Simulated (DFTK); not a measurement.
# TiC (Fm-3m) in DFTK: further runs

Aim: see how the results for TiC move with the level of theory and the settings. Levels: r2SCAN, BJ06, LDA. Tasks: equation of state, band structure.

Program: DFTK 0.8.2. These are calculated values, not measurements. Logs are shortened: lines on timing, memory, paths and dates and some standing lists are left out, and cuts for length are marked.

**1. Starting point**

It takes space group Fm-3m (No. 225, cubic). Conventional cell: a = 4.331 Å, b = 4.331 Å, c = 4.331 Å, α = 90.00°, β = 90.00°, γ = 90.00°. Ti (site symmetry m-3m) is surrounded by 6 C at 2.17 Å. Around C (site symmetry m-3m) lie 6 Ti at 2.17 Å.

The cell is a database's computed one.

**2. Equation of state, r2SCAN**

run.jl reads:

```julia
using DFTK
using PseudoPotentialData
using Unitful, UnitfulAtomic
using LinearAlgebra, Printf
include("save.jl")
disable_threading()

lines     = readlines("POSCAR")
lattice   = austrip(1u"Å") * parse(Float64, lines[2]) * hcat([parse.(Float64, split(l)) for l in lines[3:5]]...)
symbols   = vcat([fill(Symbol(s), parse(Int, n)) for (s, n) in zip(split(lines[6]), split(lines[7]))]...)
positions = [parse.(Float64, split(l)[1:3]) for l in lines[9:8+length(symbols)]]
pseudopotentials = Dict(:C => "C.upf", :Ti => "Ti.upf")
elements = Dict(s => ElementPsp(s, pseudopotentials; rcut=10.0) for s in unique(symbols))
atoms    = [elements[s] for s in symbols]

build_model(lattice, positions; symmetries=true) =
    model_DFT(lattice, atoms, positions;
              functionals=r2SCAN(),
              temperature=austrip(0.05u"eV"),
              smearing=Smearing.FermiDirac(),
              symmetries)
Ecut  = 45.0  # hartree
kgrid = [7, 7, 7]
tol   = 1e-6
to_GPa = ustrip(uconvert(u"GPa", 1u"hartree/bohr^3"))

results["points"] = []
for scale in [0.94, 0.96, 0.98, 1.0, 1.02, 1.04, 1.06]
    println("\n=== scale = ", scale)
    model = build_model(cbrt(scale) * lattice, positions)
    basis = PlaneWaveBasis(model; Ecut, kgrid)
    t0 = time()
    scfres = self_consistent_field(basis;
                                   tol,
                                   nbandsalg=AdaptiveBands(model; n_bands_converge=13))
    seconds = time() - t0
    @printf "SCF: %d iterations, %.1f s\n" scfres.n_iter seconds
    forces = compute_forces_cart(scfres)
    stress = compute_stresses_cart(scfres)
    @printf "V = %.5f Å^3  F = %.8f Ha  max force = %.5f eV/Å  p = %.4f GPa\n" ustrip(auconvert(u"Å^3", model.unit_cell_volume)) scfres.energies.total ustrip(auconvert(u"eV/Å", maximum(norm, forces))) (-tr(stress) / 3 * to_GPa)
    push!(results["points"], save_scf!(scfres; forces, stress, d=Dict{String,Any}("seconds" => seconds, "n_matvec" => get(scfres, :n_matvec, 0))))
end

# third-order Birch-Murnaghan fit in x = V^(-2/3)
V = [0.94, 0.96, 0.98, 1.0, 1.02, 1.04, 1.06] * abs(det(lattice))
E = [p["total"] for p in results["points"]]
x = V .^ (-2 / 3)
c = [x .^ 0 x x .^ 2 x .^ 3] \ E
Δ = c[3]^2 - 3c[2] * c[4]
if Δ > 0
    x0 = (-c[3] + sqrt(Δ)) / 3c[4]
    B0 = 4 / 9 * x0^(7 / 2) * (2c[3] + 6c[4] * x0)
    @printf "V0 = %.4f Å^3  B0 = %.2f GPa\n" ustrip(auconvert(u"Å^3", x0^(-3 / 2))) B0 * to_GPa
end
```

POSCAR reads:

```
TiC
1.0
    0.0000000000      2.1657188437      2.1657188437
    2.1657188437      0.0000000000      2.1657188437
    2.1657188437      2.1657188437      0.0000000000
Ti C
1 1
Direct
    0.0000000000      0.0000000000      0.0000000000
    0.5000000000      0.5000000000      0.5000000000
```

Potentials or basis: SG15 1.2 (PBE).

On the command line:

```sh
$ julia --threads=1 run.jl  # save.jl only writes the numbers to a file and isn't shown; printed stress counts tension as positive; times include loading and compiling
```

The log of the run:

```text
=== scale = 0.94
n     Energy            log10(ΔE)   log10(Δρ)   log10(Δτ)   Diag   Δtime
---   ---------------   ---------   ---------   ---------   ----   ------
  1   -63.26839451382                   -0.47        0.69    5.2    11.7s
  2   -63.46077437051       -0.72       -1.26       -0.18    3.0    8.77s
  3   -63.46500042251       -2.37       -1.73       -0.89    3.0    8.67s
  4   -63.46502733095       -4.57       -2.63       -2.14    1.0    5.91s
  5   -63.46503099480       -5.44       -3.08       -2.76    2.4    6.51s
  6   -63.46503140089       -6.39       -3.85       -2.92    2.0    6.59s
  7   -63.46503142522       -7.61       -4.41       -3.66    2.4    7.39s
  8   -63.46503142602       -9.10       -4.84       -4.84    2.1    7.00s
  9   -63.46503142617       -9.82       -5.71       -4.74    1.9    6.62s
 10   -63.46503142617      -11.52       -6.22       -5.70    2.9    8.05s
SCF: 10 iterations, 77.6 s
V = 19.09695 Å^3  F = -63.46503143 Ha  max force = 0.00000 eV/Å  p = 17.5958 GPa

=== scale = 0.96
n     Energy            log10(ΔE)   log10(Δρ)   log10(Δτ)   Diag   Δtime
---   ---------------   ---------   ---------   ---------   ----   ------
[... 50 further cycles ...]
  1   -63.24332810547                   -0.47        0.68    5.3    11.5s
  2   -63.45979271436       -0.66       -1.22       -0.16    3.0    8.41s
  3   -63.46501043592       -2.28       -1.64       -0.87    3.0    8.89s
  4   -63.46509929556       -4.05       -2.45       -1.68    1.0    6.05s
  5   -63.46511300689       -4.86       -2.87       -2.62    2.8    7.90s
  6   -63.46511504693       -5.69       -3.57       -2.62    1.2    5.49s
  7   -63.46511508325       -7.44       -4.12       -3.65    2.8    7.78s
  8   -63.46511508757       -8.36       -4.87       -4.01    2.2    7.61s
  9   -63.46511508770       -9.89       -5.58       -4.92    2.9    9.30s
 10   -63.46511508770      -11.36       -6.15       -5.50    2.4    8.63s
SCF: 10 iterations, 82.2 s
V = 21.53486 Å^3  F = -63.46511509 Ha  max force = 0.00000 eV/Å  p = -14.2243 GPa
V0 = 20.2674 Å^3  B0 = 263.83 GPa
```

Wall time 18 min (1 thread of Intel Xeon Platinum 8259CL at 2.50GHz (Skylake/Cascade Lake), shared host); peak memory 1.5 GiB.

Results:

```
Equilibrium volume                      : 10.13 Å³/atom
Bulk modulus                            : 264 GPa
Pressure derivative of the bulk modulus : 3.9
```

Energy against volume, from the lowest point:
| volume (Å³/atom) | energy (meV/atom) |
| --- | --- |
| 9.548 | 30.63 |
| 9.752 | 12.59 |
| 9.955 | 2.63 |
| 10.158 | 0.00 |
| 10.361 | 4.01 |
| 10.564 | 14.02 |
| 10.767 | 29.49 |

Caveat: the potentials were made for another functional, which shifts forces and pressure.

**3. Band structure, BJ06**

run.jl reads:

```julia
using DFTK
using PseudoPotentialData
using Unitful, UnitfulAtomic
using LinearAlgebra, Printf
include("save.jl")
disable_threading()

# lattice vectors are the columns
lattice = austrip(1u"Å") * [           0.0   2.1657188437   2.1657188437;
             2.1657188437            0.0   2.1657188437;
             2.1657188437   2.1657188437            0.0]
symbols   = [:Ti, :C]
positions = [[0.0, 0.0, 0.0],
             [0.5, 0.5, 0.5]]
pseudopotentials = Dict(:C => "C.upf", :Ti => "Ti.upf")
elements = Dict(s => ElementPsp(s, pseudopotentials; rcut=10.0) for s in unique(symbols))
atoms    = [elements[s] for s in symbols]

build_model(lattice, positions; symmetries=true) =
    model_DFT(lattice, atoms, positions;
              functionals=[:mgga_x_tb09, :lda_c_pw],
              temperature=austrip(0.05u"eV"),
              smearing=Smearing.FermiDirac(),
              symmetries)
Ecut  = 45.0  # hartree
kgrid = [9, 9, 9]
tol   = 1e-6
to_GPa = ustrip(uconvert(u"GPa", 1u"hartree/bohr^3"))

model = build_model(lattice, positions)
basis = PlaneWaveBasis(model; Ecut, kgrid)
display(basis)
scfres = self_consistent_field(basis;
                               tol,
                               nbandsalg=AdaptiveBands(model; n_bands_converge=13),
                               solver=ScfAndersonSolver())
display(scfres.energies)
@printf "Fermi level: %.6f eV\n" ustrip(auconvert(u"eV", something(scfres.εF, NaN)))
println("Levels at the first k-point (eV): ", round.(ustrip.(auconvert.(u"eV", scfres.eigenvalues[1][1:scfres.n_bands_converge])); digits=4))
save_scf!(scfres)

points = Dict("G" => [0.0, 0.0, 0.0], "K" => [0.375, 0.375, 0.75], "L" => [0.5, 0.5, 0.5], "U" => [0.625, 0.25, 0.625], "W" => [0.5, 0.25, 0.75], "X" => [0.5, 0.0, 0.5])
segments = [("G", "X", 7), ("X", "W", 4), ("W", "K", 3), ("K", "G", 7), ("G", "L", 6), ("L", "U", 4), ("U", "W", 3), ("W", "L", 5), ("L", "K", 4), ("U", "X", 3)]
kcoords = vcat([[points[a] + t * (points[b] - points[a]) for t in range(0, 1, n)] for (a, b, n) in segments]...)
bands = compute_bands(scfres, ExplicitKpoints(kcoords); n_bands=15, tol=1e-5)
for (k, ε) in zip(bands.basis.kpoints, bands.eigenvalues)
    @printf "%d %8.4f %8.4f %8.4f " k.spin k.coordinate...
    println(join([@sprintf("%9.4f", e) for e in ustrip.(auconvert.(u"eV", ε .- scfres.εF))]))
end
results["band_energies"] = rows(bands.eigenvalues); results["band_kpoints"] = rows(kcoords)
```

Potentials or basis: SG15 1.2 (PBE).

On the command line:

```sh
$ julia --threads=1 run.jl  # save.jl only writes the numbers to a file and isn't shown; printed stress counts tension as positive; times include loading and compiling
```

Run time: 93 s. Hardware: 1 thread of AMD EPYC 7R32 (Zen 2), shared host; peak memory 1.6 GiB.

The run converged. Its results:

```
Band gap on the k mesh : none (metal or under the smearing width)
```

Levels at the corners of the path, in eV from the Fermi level:
```csv
point,band 4,band 5,band 6,band 7,band 8,band 9,band 10,band 11,band 12,band 13
Γ,-32.54,-12.51,0.64,0.64,0.64,1.47,1.47,1.82,1.82,1.82
X,-32.72,-10.35,-3.38,-1.63,0.04,0.04,2.46,3.50,3.50,5.72
W,-32.72,-9.73,-3.12,-3.12,-2.79,2.83,2.83,3.50,4.99,5.14
K,-32.67,-9.81,-3.47,-3.31,-1.81,1.49,3.12,3.85,5.39,5.43
Γ,-32.54,-12.51,0.64,0.64,0.64,1.47,1.47,1.82,1.82,1.82
L,-32.59,-9.05,-5.83,-3.04,-3.04,2.88,2.88,4.17,8.34,8.34
U,-32.67,-9.81,-3.47,-3.31,-1.81,1.49,3.12,3.85,5.39,5.43
W,-32.72,-9.73,-3.12,-3.12,-2.79,2.83,2.83,3.50,4.99,5.14
L,-32.59,-9.05,-5.83,-3.04,-3.04,2.88,2.88,4.17,8.34,8.34
K,-32.67,-9.81,-3.47,-3.31,-1.81,1.49,3.12,3.85,5.39,5.43
U,-32.67,-9.81,-3.47,-3.31,-1.81,1.49,3.12,3.85,5.39,5.43
X,-32.72,-10.35,-3.38,-1.63,0.04,0.04,2.46,3.50,3.50,5.72
```

Caveat: the program leaves the constant c of mgga_x_tb09 at 1, so the potential is Becke-Johnson's (BJ06) and not Tran and Blaha's, with levels but no total energy; the potentials were made for another functional, which shifts forces and pressure.

**4. Band structure, LDA**

run.jl reads:

```julia
using DFTK
using PseudoPotentialData
using Unitful, UnitfulAtomic
using LinearAlgebra, Printf
include("save.jl")
disable_threading()

lines     = readlines("TiC.xyz")
cell_ang  = reshape(parse.(Float64, split(match(r"Lattice=\"([^\"]+)\"", lines[2])[1])), 3, 3)
lattice   = austrip(1u"Å") * cell_ang
symbols   = [Symbol(split(l)[1]) for l in lines[3:end]]
positions = [round.(cell_ang \ parse.(Float64, split(l)[2:4]); digits=9) for l in lines[3:end]]
pseudopotentials = PseudoFamily("cp2k.nc.sr.lda.v0_1.largecore.gth")
elements = Dict(s => ElementPsp(s, pseudopotentials) for s in unique(symbols))
atoms    = [elements[s] for s in symbols]

build_model(lattice, positions; symmetries=true) =
    model_DFT(lattice, atoms, positions;
              functionals=LDA(),
              temperature=austrip(0.05u"eV"),
              smearing=Smearing.FermiDirac(),
              symmetries)
Ecut  = 57.0  # hartree
kgrid = [11, 11, 11]
tol   = 1e-6
to_GPa = ustrip(uconvert(u"GPa", 1u"hartree/bohr^3"))

model = build_model(lattice, positions)
basis = PlaneWaveBasis(model; Ecut, kgrid)
display(basis)
scfres = self_consistent_field(basis;
                               tol,
                               nbandsalg=AdaptiveBands(model; n_bands_converge=9))
display(scfres.energies)
@printf "Fermi level: %.6f eV\n" ustrip(auconvert(u"eV", something(scfres.εF, NaN)))
forces = compute_forces_cart(scfres)
println("Forces (eV/Å)")
for (s, f) in zip(symbols, forces)
    @printf "%-3s %12.6f %12.6f %12.6f\n" s ustrip.(auconvert.(u"eV/Å", f))...
end
stress = compute_stresses_cart(scfres)
println("Stress (GPa)")
display(round.(stress * to_GPa; digits=4))
println("Levels at the first k-point (eV): ", round.(ustrip.(auconvert.(u"eV", scfres.eigenvalues[1][1:scfres.n_bands_converge])); digits=4))
save_scf!(scfres; forces, stress)

points = Dict("G" => [0.0, 0.0, 0.0], "K" => [0.375, 0.375, 0.75], "L" => [0.5, 0.5, 0.5], "U" => [0.625, 0.25, 0.625], "W" => [0.5, 0.25, 0.75], "X" => [0.5, 0.0, 0.5])
segments = [("G", "X", 7), ("X", "W", 4), ("W", "K", 3), ("K", "G", 7), ("G", "L", 6), ("L", "U", 4), ("U", "W", 3), ("W", "L", 5), ("L", "K", 4), ("U", "X", 3)]
kcoords = vcat([[points[a] + t * (points[b] - points[a]) for t in range(0, 1, n)] for (a, b, n) in segments]...)
bands = compute_bands(scfres, ExplicitKpoints(kcoords); n_bands=11, tol=1e-5)
for (k, ε) in zip(bands.basis.kpoints, bands.eigenvalues)
    @printf "%d %8.4f %8.4f %8.4f " k.spin k.coordinate...
    println(join([@sprintf("%9.4f", e) for e in ustrip.(auconvert.(u"eV", ε .- scfres.εF))]))
end
results["band_energies"] = rows(bands.eigenvalues); results["band_kpoints"] = rows(kcoords)
```

TiC.xyz reads:

```xyz
2
Lattice="0.0000000000 2.1657188437 2.1657188437 2.1657188437 0.0000000000 2.1657188437 2.1657188437 2.1657188437 0.0000000000" Properties=species:S:1:pos:R:3 pbc="T T T"
Ti     0.0000000000      0.0000000000      0.0000000000
C      2.1657188437      2.1657188437      2.1657188437
```

Potentials or basis: cp2k.nc.sr.lda.v0_1.largecore.gth (LDA, GTH, large core).

On the command line:

```sh
$ julia --threads=1 run.jl  # save.jl only writes the numbers to a file and isn't shown; printed stress counts tension as positive; times include loading and compiling
```

The log of the run:

```text
PlaneWaveBasis discretization:

    Ecut                 : 57.0 Ha
    fft_size             : (45, 45, 45), 91125 total points
    kgrid                : MonkhorstPack([11, 11, 11])
    num.   red. kpoints  : 1331
    num. irred. kpoints  : 56

    Discretized Model(lda_x+lda_c_pw, 3D):
        lattice (in Bohr)    : [0         , 4.09262   , 4.09262   ]
                               [4.09262   , 0         , 4.09262   ]
                               [4.09262   , 4.09262   , 0         ]
        unit cell volume     : 137.1 Bohr³

        atoms                : CTi
        pseudopot. family    : PseudoFamily("cp2k.nc.sr.lda.v0_1.largecore.gth")

        num. electrons       : 8
        spin polarization    : none
        temperature          : 0.0018375 Ha
        smearing             : DFTK.Smearing.FermiDirac()

        terms                : Kinetic()
                               AtomicLocal()
                               AtomicNonlocal()
                               Ewald(nothing)
                               PspCorrection()
                               Hartree()
                               Xc(lda_x, lda_c_pw)
                               Entropy()
n     Energy            log10(ΔE)   log10(Δρ)   Diag   Δtime
---   ---------------   ---------   ---------   ----   ------
  1   -9.285434359583                   -0.55    4.8    7.55s
  2   -9.322216038884       -1.43       -0.76    1.9    4.16s
  3   -9.337682072676       -1.81       -1.14    3.0    4.97s
  4   -9.338232214508       -3.26       -1.39    1.6    3.65s
  5   -9.338981550570       -3.13       -2.15    2.0    4.09s
  6   -9.339009369311       -4.56       -2.68    2.0    3.87s
  7   -9.339012643981       -5.48       -3.63    2.2    4.26s
  8   -9.339012692052       -7.32       -3.97    3.1    4.98s
  9   -9.339012695268       -8.49       -4.63    2.0    4.26s
 10   -9.339012695469       -9.70       -5.59    2.5    4.68s
 11   -9.339012695475      -11.21       -6.02    2.9    5.23s
Energy breakdown (in Ha):
    Kinetic             9.7210021
    AtomicLocal         -4.0743164
    AtomicNonlocal      -2.4379468
    Ewald               -11.0923589
    PspCorrection       0.7503573
    Hartree             0.7548388
    Xc                  -2.9605052
    Entropy             -0.0000836

    total               -9.339012695475
Fermi level: 7.561348 eV
Forces (eV/Å)
Ti     -0.000000    -0.000000    -0.000000
C       0.000000    -0.000000    -0.000000
Stress (GPa)
3×3 StaticArraysCore.SMatrix{3, 3, Float64, 9} with indices SOneTo(3)×SOneTo(3):
 17.2007  -0.0      0.0
  0.0     17.2007  -0.0
 -0.0      0.0     17.2007
Levels at the first k-point (eV): [-4.9723, 8.2688, 8.2688, 8.2688, 8.8995, 8.8995, 9.2748, 9.2748, 9.2748]
1   0.0000   0.0000   0.0000  -12.5336   0.7075   0.7075   0.7075   1.3381   1.3381   1.7134   1.7134   1.7134  10.4921  14.7409
1   0.0833   0.0000   0.0833  -12.3370  -0.5169   0.2596   0.2596   0.5131   1.4007   2.3344   2.3344   3.5081  10.8602  14.9401
1   0.1667   0.0000   0.1667  -11.7925  -2.2910  -0.2281  -0.2281   0.0210   1.5748   3.2438   3.2438   5.0858  11.8767  15.3955
1   0.2500   0.0000   0.2500  -11.0551  -3.5536  -0.5780  -0.4489  -0.4489   1.8209   3.8792   3.8792   6.1022  13.0587  15.8603
1   0.3333   0.0000   0.3333  -10.4028  -4.0886  -1.1125  -0.4146  -0.4146   2.0774   4.0231   4.0231   6.4645  12.6833  14.7954
1   0.4167   0.0000   0.4167  -10.0668  -3.9513  -1.4716  -0.2425  -0.2425   2.2723   3.8227   3.8227   6.1032  11.5815  15.0765
[... 38 lines left out ...]
1   0.5625   0.1250   0.5625   -9.8515  -3.7170  -2.3201  -0.8961   0.4125   3.4095   3.5756   3.7640   5.6703  11.8523  14.9019
1   0.5000   0.0000   0.5000   -9.9886  -3.7482  -1.5972  -0.1410  -0.1410   2.3453   3.6797   3.6797   5.7445  11.3109  15.1503
```

It took 86 s on 1 thread of Intel Xeon 6975P-C (Granite Rapids), shared host; peak memory 1.8 GiB.

What came out:

```yaml
Free_energy: -254.1275 eV
Pressure: -17.2 GPa
Band_gap_on_the_k_mesh: none (metal or under the smearing width)
```

Levels at the corners of the path, in eV from the Fermi level:
```csv
point,band 2,band 3,band 4,band 5,band 6,band 7
Γ,0.71,0.71,0.71,1.34,1.34,1.71
X,-3.75,-1.60,-0.14,-0.14,2.35,3.68
W,-3.33,-3.33,-2.86,2.84,2.84,3.68
K,-3.60,-3.59,-1.91,1.47,3.27,3.96
Γ,0.71,0.71,0.71,1.34,1.34,1.71
L,-5.94,-3.05,-3.05,2.97,2.97,4.21
U,-3.60,-3.59,-1.91,1.47,3.27,3.96
W,-3.33,-3.33,-2.86,2.84,2.84,3.68
L,-5.94,-3.05,-3.05,2.97,2.97,4.21
K,-3.60,-3.59,-1.91,1.47,3.27,3.96
U,-3.60,-3.59,-1.91,1.47,3.27,3.96
X,-3.75,-1.60,-0.14,-0.14,2.35,3.68
```

Caveat: GTH potentials come without recommended cutoffs, and this one wasn't checked for convergence; so large a pressure means that the cell lies far from this level's equilibrium, or that cutoff or potentials fall short; this set keeps more shells in the core, which shifts pressures and gaps.

**5. The reference run**

An earlier run on the cell as given: functional PBEsol; potentials or basis dojo.nc.sr.pbesol.v0_4_1.standard.upf (PBEsol); cutoff 1143 eV; k mesh 11 × 11 × 11; occupations fermi-dirac, width 0.05 eV; no spin polarisation.

* Pressure: -6.5 GPa
* Band gap on the k mesh: none (metal or under the smearing width)

**6. Overview**

```csv
task,level,potentials or basis,k mesh,cutoff (eV),valence electrons,SCF solver,gap on the mesh (eV),pressure (GPa)
equation of state,r2SCAN,SG15 1.2 (PBE),7 × 7 × 7,1225,"C 4, Ti 12",-,-,-
band structure,BJ06,SG15 1.2 (PBE),9 × 9 × 9,1225,"C 4, Ti 12",ScfAndersonSolver,none,-
band structure,LDA,"cp2k.nc.sr.lda.v0_1.largecore.gth (LDA, GTH, large core)",11 × 11 × 11,1551,"C 4, Ti 4",-,none,-17.2
single point,PBEsol,dojo.nc.sr.pbesol.v0_4_1.standard.upf (PBEsol),11 × 11 × 11,1143,"C 4, Ti 12",-,none,-6.5
```

Alike in all rows: no spin polarisation; cell as given; smearing fermi-dirac 0.05 eV.

Caveats: the potentials were made for another functional, which shifts forces and pressure (some runs); the program leaves the constant c of mgga_x_tb09 at 1, so the potential is Becke-Johnson's (BJ06) and not Tran and Blaha's, with levels but no total energy (some runs); GTH potentials come without recommended cutoffs, and this one wasn't checked for convergence (some runs); so large a pressure means that the cell lies far from this level's equilibrium, or that cutoff or potentials fall short (some runs); this set keeps more shells in the core, which shifts pressures and gaps (some runs).

Total energies depend on the potentials used, so only differences within one code and one set of settings carry meaning.
